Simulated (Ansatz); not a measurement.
An element in the bcc structure gives these cold pressures by all-electron LAPW under PBE (Ansatz 0.2.0, scalar-relativistic, no spin polarisation).

```
V (Å³/atom)  P (GPa)
      31.99     0.02
      28.15     6.70
      24.96    17.38
      21.76     37.8
      18.56     79.4
      16.00    147.1
      13.76    262.4
```

(1) Which element is it?

Answers

(1) Pb. Its zero-pressure volume in this structure is near 32.0 Å³/atom; the volume and the steepness of P(V) together point to it, though neighbours can come close. Other candidates weren't computed, and some may come near.
